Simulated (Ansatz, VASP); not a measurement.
## Ti in VASP and in Ansatz

Contents of INCAR:

```
  PREC = Accurate
  ENCUT = 520
  EDIFF = 1E-6
  ISMEAR = -1
  SIGMA = 0.08
  LREAL = False
  LASPH = True
  NELM = 80
  ALGO = Normal
  ISIF = 2
  LWAVE = False
  LCHARG = False
  GGA = PE
  NBANDS = 19
```

Contents of KPOINTS:

```
regular mesh
0
Gamma
  13 13 7
```

File POSCAR:

```
Ti
1.0
    2.9499978604      0.0000000000      0.0000000000
   -1.4749989302      2.5547730882      0.0000000000
    0.0000000000      0.0000000000      4.6860000000
Ti
2
Direct
    0.3333333333      0.6666666667      0.2500000000
    0.6666666667      0.3333333333      0.7500000000
```

Input for Ansatz:

```yaml
crystal:
  lattice:
    - [2.9499978604, 0.0, 0.0]
    - [-1.4749989302, 2.5547730882, 0.0]
    - [0.0, 0.0, 4.686]
  atoms:
    - { symbol: Ti, position: [0.3333333333, 0.6666666667, 0.25] }
    - { symbol: Ti, position: [0.6666666667, 0.3333333333, 0.75] }
kpoints:
  mp_grid: { grid: [13, 13, 7] }
  band_path:
    path:
      - [0.0, 0.0, 0.0]
      - [0.5, 0.0, 0.0]
      - [0.3333333333, 0.3333333333, 0.0]
      - [0.0, 0.0, 0.0]
      - [0.0, 0.0, 0.5]
      - [0.5, 0.0, 0.5]
      - [0.3333333333, 0.3333333333, 0.5]
      - [0.0, 0.0, 0.5]
      - [0.5, 0.0, 0.5]
    npoints: 8
scf:
  occupations: { method: fermi_dirac, width: 0.08 }
hamiltonian:
  xc: pbe
  pseudopotentials: { kind: all_electron, lapw: { basis_error: 0.0005 } }
output:
  forces: true
  stress: true
  eigenvalues: true
  populations: true
  dos: { projected: true, de: 0.2, e_range: [-14, 8] }
```

Alike in both runs: task single point; functional PBE; k mesh 13 × 13 × 7; occupations fermi-dirac, width 0.08 eV; no spin polarisation.

```csv
,VASP,Ansatz
version,VASP 6.6.1,Ansatz 0.2.0
potentials or method,"VASP PAW PBE potentials, release 64 (Ti_sv)","all-electron LAPW, scalar-relativistic"
plane-wave cutoff (eV),520,see its input
```

|  | VASP | Ansatz | Ansatz less VASP |
| --- | --- | --- | --- |
| pressure (GPa) | -1.8 | -1.6 | +0.22 |
| largest component of the traceless stress (GPa) | 0.26 | 0.25 | -0.005 |

Ansatz ran all-electron here, so the differences hold the error of VASP's frozen core and of both bases.
